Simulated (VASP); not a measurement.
# NbP (I4_1md) in VASP: density of states with PBE

Aim: the density of states of NbP with PBE.

All numbers are computed with VASP 6.6.1; they aren't measurements. Logs are shortened: lines on timing, memory, paths and dates and some standing lists are left out, and cuts for length are marked.

### Step 1. Starting point

Symmetry: I4_1md, No. 109, tetragonal system. The conventional cell has a = 3.356 Å, b = 3.356 Å, c = 11.447 Å, α = 90.00°, β = 90.00°, γ = 90.00°. Nb (site symmetry 2mm) has 6 P at 2.55 Å as nearest neighbours. P (site symmetry 2mm) is surrounded by 6 Nb at 2.55 Å.

The cell is a database's computed one.

### Step 2. Density of states, PBE

POSCAR reads:

```
NbP                                     
1.0
   -1.6778097166      1.6778097166      5.7233444128
    1.6778097166     -1.6778097166      5.7233444128
    1.6778097166      1.6778097166     -5.7233444128
  Nb              P             
     2     2
Direct
     0.7500552462149246    0.7500552462149246    0.0000000000000000
     0.5000552462149246    0.0000552462149246    0.5000000000000000
     0.3325733237850725    0.3325733237850725    1.0000000000000000
     0.0825733337850733    0.5825733337850734    0.5000000000000000
```

INCAR.step1 reads:

```
PREC     = Accurate       # precision mode
ENCUT    = 520            # plane-wave cutoff, eV
EDIFF    = 1E-7           # SCF threshold, eV
ISMEAR   = 0              # smearing method
SIGMA    = 0.1            # smearing width, eV
LREAL    = F              # projectors in reciprocal space
LASPH    = T              # aspherical terms in the spheres
NELM     = 80             # most SCF steps
ALGO     = Normal         # electronic algorithm
ISIF     = 2              # what is computed and relaxed
LWAVE    = F              # write WAVECAR
LCHARG   = T              # write CHGCAR
LMAXMIX  = 4              # l up to which the mixer works
GGA      = PE             # functional
NBANDS   = 24             # bands
```

KPOINTS.step1 reads:

```
regular mesh
0
Gamma
  18 18 18
```

INCAR.step2 reads:

```
PREC     = Accurate       # precision mode
ENCUT    = 520            # plane-wave cutoff, eV
EDIFF    = 1E-7           # SCF threshold, eV
ISMEAR   = -5             # smearing method
SIGMA    = 0.1            # smearing width, eV
LREAL    = F              # projectors in reciprocal space
LASPH    = T              # aspherical terms in the spheres
NELM     = 80             # most SCF steps
ALGO     = Normal         # electronic algorithm
ISIF     = 2              # what is computed and relaxed
LWAVE    = F              # write WAVECAR
LCHARG   = F              # write CHGCAR
LMAXMIX  = 4              # l up to which the mixer works
GGA      = PE             # functional
LORBIT   = 11             # projections on sites
NBANDS   = 24             # bands
NEDOS    = 1001           # points of the DOS
ICHARG   = 11             # starting density
```

KPOINTS.step2 reads:

```
regular mesh
0
Gamma
  27 27 27
```

Potentials or basis: VASP PAW PBE potentials, release 64 (Nb_pv, P).

On the command line:

```console
$ cat potpaw_PBE.64/Nb_pv/POTCAR potpaw_PBE.64/P/POTCAR > POTCAR
$ cp INCAR.step1 INCAR
$ cp KPOINTS.step1 KPOINTS
$ mpirun -np 1 vasp_std > vasp.out
$ cp INCAR.step2 INCAR
$ cp KPOINTS.step2 KPOINTS
$ mpirun -np 1 vasp_std > vasp.out
```

OUTCAR:

```text
PREC = Accurate
   ENCUT = 520
   EDIFF = 1E-7
   ISMEAR = -5
   LREAL = F
   LASPH = T
   NELM = 80
   ISIF = 2
   GGA = PE
   LORBIT = 11
   ICHARG = 11

 ion  position               nearest neighbor table
   1  0.750  0.750  0.000-   4 2.55   4 2.55   3 2.55   3 2.55   3 2.55   3 2.55   2 3.32   2 3.32
                             2 3.32   2 3.32
   2  0.500  0.000  0.500-   3 2.55   3 2.55   4 2.55   4 2.55   4 2.55   4 2.55   1 3.32   1 3.32
                             1 3.32   1 3.32
   3  0.333  0.333  0.000-   2 2.55   2 2.55   1 2.55   1 2.55   1 2.55   1 2.55
   4  0.083  0.583  0.500-   1 2.55   1 2.55   2 2.55   2 2.55   2 2.55   2 2.55

  LATTYP: Found a body centered tetragonal cell.
 ALAT       =     3.3556194332
 C/A-ratio  =     3.4111999449

  Lattice vectors:

 A1 = (  -1.6778097166,   1.6778097166,   5.7233444128)
 A2 = (   1.6778097166,  -1.6778097166,   5.7233444128)
 A3 = (   1.6778097166,   1.6778097166,  -5.7233444128)

Analysis of symmetry for initial positions (statically):
=====================================================================
 Subroutine PRICEL returns:
 Original cell was already a primitive cell.

 Routine SETGRP: Setting up the symmetry group for a
 body centered tetragonal supercell.

 Subroutine GETGRP returns: Found  8 space group operations
 (whereof  4 operations were pure point group operations)
 out of a pool of 16 trial point group operations.

The static configuration has the point symmetry C_2v.
 The point group associated with its full space group is C_4v.

Analysis of symmetry for dynamics (positions and initial velocities):
=====================================================================
 Subroutine PRICEL returns:
 Original cell was already a primitive cell.

 Routine SETGRP: Setting up the symmetry group for a
 body centered tetragonal supercell.

 Subroutine GETGRP returns: Found  8 space group operations
 (whereof  4 operations were pure point group operations)
 out of a pool of 16 trial point group operations.

The dynamic configuration has the point symmetry C_2v.
 The point group associated with its full space group is C_4v.

 Subroutine INISYM returns: Found  8 space group operations
 (whereof  4 operations are pure point group operations),
 and found     1 'primitive' translations

----------------------------------------------------------------------------------------

                                     Primitive cell

  volume of cell :      64.4459

  direct lattice vectors                    reciprocal lattice vectors
    -1.677809717  1.677809717  5.723344413     0.000000000  0.298007572  0.087361508
     1.677809717 -1.677809717  5.723344413     0.298007572  0.000000000  0.087361508
     1.677809717  1.677809717 -5.723344413     0.298007572  0.298007572  0.000000000

  length of vectors
     6.195705138  6.195705138  6.195705138     0.310548782  0.310548782  0.421446350

  position of ions in fractional coordinates (direct lattice)
     0.750055246  0.750055246  0.000000000
     0.500055246  0.000055246  0.500000000
     0.332573324  0.332573324  0.000000000
     0.082573334  0.582573334  0.500000000

  ion indices of the primitive-cell ions
   primitive index   ion index
                 1           1
                 2           2
                 3           3
                 4           4

----------------------------------------------------------------------------------------

 KPOINTS: regular mesh

Automatic generation of k-mesh.
 Grid dimensions read from file:
 generate k-points for:   27   27   27

 Generating k-lattice:

  Cartesian coordinates                     Fractional coordinates (reciprocal lattice)
     0.000000000  0.011037317  0.003235611     0.037037037  0.000000000  0.000000000
     0.011037317  0.000000000  0.003235611     0.000000000  0.037037037  0.000000000
     0.011037317  0.011037317  0.000000000     0.000000000  0.000000000  0.037037037

  Length of vectors
     0.011501807  0.011501807  0.015609124

  Shift w.r.t. Gamma in fractional coordinates (k-lattice)
     0.000000000  0.000000000  0.000000000

 TETIRR: Found  24933 inequivalent tetrahedra from   118098

 Subroutine IBZKPT returns following result:
 ===========================================

 Found   1470 irreducible k-points:

 Following reciprocal coordinates:
            Coordinates               Weight
  0.000000  0.000000  0.000000      1.000000
  0.037037 -0.000000  0.000000      8.000000
  0.074074 -0.000000  0.000000      8.000000
  0.111111 -0.000000  0.000000      8.000000
  0.148148 -0.000000  0.000000      8.000000
  0.185185 -0.000000  0.000000      8.000000
[... 16 lines left out ...]
  0.333333  0.037037  0.000000     16.000000
  0.370370  0.037037  0.000000     16.000000
 [... further k-points ...]
   k-points           NKPTS =   1470   k-points in BZ     NKDIM =   1470   number of bands    NBANDS=     24
   number of dos      NEDOS =   1001   number of ions     NIONS =      4
   total plane-waves  NPLWV = 110592
   dimension x,y,z NGX =    48 NGY =   48 NGZ =   48
   dimension x,y,z NGXF=    96 NGYF=   96 NGZF=   96
   ions per type =               2   2
   NGX,Y,Z   is equivalent  to a cutoff of  12.88, 12.88, 12.88 a.u.
   NGXF,Y,Z  is equivalent  to a cutoff of  25.76, 25.76, 25.76 a.u.
 SYSTEM =  unknown system
   PREC   = accura    normal or accurate (medium, high low for compatibility)
   ISTART =      0    job   : 0-new  1-cont  2-samecut
   ICHARG =     11    charge: 1-file 2-atom 10-const
   ISPIN  =      1    spin polarized calculation?
   LNONCOLLINEAR =      F non collinear calculations
   LSORBIT =      F    spin-orbit coupling
   LASPH  =      T    aspherical Exc in radial PAW
   ENCUT  =  520.0 eV  38.22 Ry    6.18 a.u.  11.52 11.52 11.52*2*pi/ulx,y,z
   NELM   =     80;   NELMIN=  2; NELMDL=  0     # of ELM steps
   EDIFF  = 0.1E-06   stopping-criterion for ELM
   LREAL  =      F    real-space projection
   EDIFFG = 0.1E-05   stopping-criterion for IOM
   NSW    =      0    number of steps for IOM
   IBRION =     -1    ionic relax: 0-MD 1-quasi-New 2-CG
   NFREE  =      0    steps in history (QN), initial steepest desc. (CG)
   ISIF   =      2    stress and relaxation
   ISYM   =      2    0-nonsym 1-usesym 2-fastsym
   POTIM  = 0.5000    time-step for ionic-motion
   TEBEG  =    0.0;   TEEND  =   0.0 temperature during run
   PSTRESS=    0.0 pullay stress
   NELECT =      32.0000    total number of electrons
   NUPDOWN=      -1.0000    fix difference up-down
   EMIN   =  10.00;   EMAX   =-10.00  energy-range for DOS
   EFERMI =   0.00;   METHOD = LEGACY
   ISMEAR =    -5;   SIGMA  =   0.10  broadening in eV -4-tet -1-fermi 0-gaus
   EFERMI_NEDOS =   21; number of points for ismear=-14 and -15
   IALGO  =     38    algorithm
   IMIX   =      4    mixing-type and parameters
     AMIX     =   0.40;   BMIX     =  1.00
     AMIX_MAG =   1.60;   BMIX_MAG =  1.00
  volume/ion in A,a.u.               =      16.11       108.73
  Fermi-wavevector in a.u.,A,eV,Ry     =   1.296362  2.449770 22.865342  1.680555
  Thomas-Fermi vector in A             =   2.427823
   LORBIT       =     11    0 simple, 1 ext, 2 COOP (PROOUT), +10 PAW based schemes
   GGA     = PE    functional components
   LHFCALC =     F    Hartree Fock is set to
   AEXX    =    0.0000 exact exchange contribution
   IVDW    =     0    specifies the selected vdW correction
   LEPSILON=     F    determine dielectric tensor
   LRPA    =     F    only Hartree local field effects (RPA)
 non-spin polarized calculation
 Fermi weights with tetrahedron method with Bloechl corrections
  energy-cutoff  :      520.00
  volume of cell :       64.45
 maximum number of plane-waves:      1755
 NGX is ok and might be reduce to    48

 number of electron      32.0000002 magnetization

 Free energy of the ion-electron system (eV)
  ---------------------------------------------------
  ext. energy  EPLUGINS =         0.00000000
  ---------------------------------------------------
  free energy    TOTEN  =       -34.97124883 eV

  energy without entropy =      -34.97124883  energy(sigma->0) =      -34.97124883

 E-fermi :   7.0903     XC(G=0): -11.9484

 val. band max:        7.1476525417   @ k =  -0.2593  -0.4815   0.2593
 cond. band min:       7.0527814658   @ k =  -0.2222   0.2593   0.2222
 fundamental gap:     -0.0948710760
 Fermi energy:         7.0902950004

 k-point     1 :       0.0000    0.0000    0.0000
  band No.  band energies     occupation
      1     -24.1667      2.00000
      2     -23.9818      2.00000
      3     -23.9818      2.00000
      4     -23.8292      2.00000
      5     -23.8292      2.00000
      6     -23.7839      2.00000
[... 16 lines left out ...]
     23      11.1566      0.00000
     24      11.1566      0.00000

 k-point     2 :       0.0370   -0.0000    0.0000
  band No.  band energies     occupation
      1     -24.1655      2.00000
      2     -23.9854      2.00000
      3     -23.9815      2.00000
      4     -23.8330      2.00000
      5     -23.8288      2.00000
      6     -23.7839      2.00000
[... 16 lines left out ...]
     23      11.1453      0.00000
     24      11.2258      0.00000

 k-point     3 :       0.0741   -0.0000    0.0000
  band No.  band energies     occupation
      1     -24.1618      2.00000
      2     -23.9961      2.00000
      3     -23.9806      2.00000
      4     -23.8437      2.00000
      5     -23.8277      2.00000
      6     -23.7843      2.00000
[... 16 lines left out ...]
     23      11.1713      0.00000
     24      11.4185      0.00000
[... 514 lines left out ...]
 k-point    23 :       0.3333    0.0370    0.0000
  band No.  band energies     occupation
      1     -24.2017      2.00000
      2     -24.0768      2.00000
      3     -23.9944      2.00000
      4     -23.9690      2.00000
      5     -23.8235      2.00000
      6     -23.8092      2.00000
[... 16 lines left out ...]
     23      11.6780      0.00000
     24      13.2433      0.00000

 k-point    24 :       0.3704    0.0370    0.0000
  band No.  band energies     occupation
      1     -24.2251      2.00000
      2     -24.0795      2.00000
      3     -24.0013      2.00000
      4     -23.9669      2.00000
      5     -23.8304      2.00000
      6     -23.8072      2.00000
[... 16 lines left out ...]
     23      11.6574      0.00000
     24      13.2821      0.00000

 [... further k-points ...]

------------------------ aborting loop because EDIFF is reached ----------------------------------------

  FORCE on cell =-STRESS in cart. coord.  units (eV):
  Direction    XX          YY          ZZ          XY          YZ          ZX
  --------------------------------------------------------------------------------------
  -------------------------------------------------------------------------------------
  Total       -0.0039792     -0.0039792      0.0080994      0.0000000      0.0000000      0.0000000
  in kB       -0.0989274     -0.0989274      0.2013588      0.0000000      0.0000000      0.0000000
  external PRESSURE =       0.0011680 kB  Pullay stress =       0.0000000 kB

 VOLUME and BASIS-vectors are now :
 -----------------------------------------------------------------------------
  energy-cutoff  :      520.00
  volume of cell :       64.45
      direct lattice vectors                 reciprocal lattice vectors
    -1.677809717  1.677809717  5.723344413     0.000000000  0.298007572  0.087361508
     1.677809717 -1.677809717  5.723344413     0.298007572  0.000000000  0.087361508
     1.677809717  1.677809717 -5.723344413     0.298007572  0.298007572  0.000000000

 POSITION                                       TOTAL-FORCE (eV/Angst)
 -----------------------------------------------------------------------------------
      0.00000      0.00000      8.58565        -0.000000      0.000000      0.004136
      0.00000      1.67781      0.00063         0.000000     -0.000000      0.004136
      0.00000      0.00000      3.80686        -0.000000     -0.000000     -0.004136
      1.67781      0.00000      0.94519         0.000000      0.000000     -0.004136
 -----------------------------------------------------------------------------------
    total drift:                                0.000000      0.000000     -0.000471

  FREE ENERGIE OF THE ION-ELECTRON SYSTEM (eV)
  ---------------------------------------------------
  free  energy   TOTEN  =       -34.9712488325 eV

  energy  without entropy=      -34.9712488325  energy(sigma->0) =      -34.97124883

 total charge

# of ion       s       p       d       tot
------------------------------------------
    1        0.323   6.366   3.081   9.770
    2        0.323   6.366   3.081   9.770
    3        1.021   1.526   0.000   2.547
    4        1.021   1.526   0.000   2.547
--------------------------------------------------
tot          2.689  15.784   6.162  24.634
```

It took 30 min on 1 thread of Intel Xeon 6975P-C (Granite Rapids), shared host; peak memory 1.8 GiB.

What came out:

```
Valence electrons inside the program's atomic spheres : Nb 9.77; P 2.55
```

States per cell in windows of 1 eV (zero at the Fermi level; states under -8 eV left out):
| from (eV) | total | Nb1_d | Nb2_d | P3_p | P4_p | Nb1_p | Nb2_p |
| --- | --- | --- | --- | --- | --- | --- | --- |
| -8.0 | 0.00 | 0.00 | 0.00 | 0.00 | 0.00 | 0.00 | 0.00 |
| -7.0 | 0.20 | 0.01 | 0.01 | 0.02 | 0.02 | 0.00 | 0.00 |
| -6.0 | 2.65 | 0.28 | 0.28 | 0.30 | 0.30 | 0.05 | 0.05 |
| -5.0 | 1.85 | 0.22 | 0.22 | 0.22 | 0.22 | 0.05 | 0.05 |
| -4.0 | 3.00 | 0.45 | 0.45 | 0.36 | 0.36 | 0.08 | 0.08 |
| -3.0 | 3.95 | 0.73 | 0.73 | 0.47 | 0.47 | 0.09 | 0.09 |
| -2.0 | 1.96 | 0.52 | 0.52 | 0.10 | 0.10 | 0.04 | 0.04 |
| -1.0 | 2.71 | 0.79 | 0.79 | 0.07 | 0.07 | 0.06 | 0.06 |
| 0.0 | 1.47 | 0.52 | 0.52 | 0.04 | 0.04 | 0.01 | 0.01 |
| 1.0 | 2.40 | 0.89 | 0.89 | 0.06 | 0.06 | 0.02 | 0.02 |
| 2.0 | 3.57 | 1.24 | 1.24 | 0.12 | 0.12 | 0.03 | 0.03 |
| 3.0 | 3.69 | 1.16 | 1.16 | 0.15 | 0.15 | 0.04 | 0.04 |
| 4.0 | 2.87 | 0.72 | 0.72 | 0.21 | 0.21 | 0.05 | 0.05 |
| 5.0 | 1.69 | 0.38 | 0.38 | 0.14 | 0.14 | 0.03 | 0.03 |
| 6.0 | 0.50 | 0.11 | 0.11 | 0.05 | 0.05 | 0.01 | 0.01 |
| 7.0 | 0.00 | 0.00 | 0.00 | 0.00 | 0.00 | 0.00 | 0.00 |

Caveat: tetrahedron occupations give inexact forces and stress in metals.
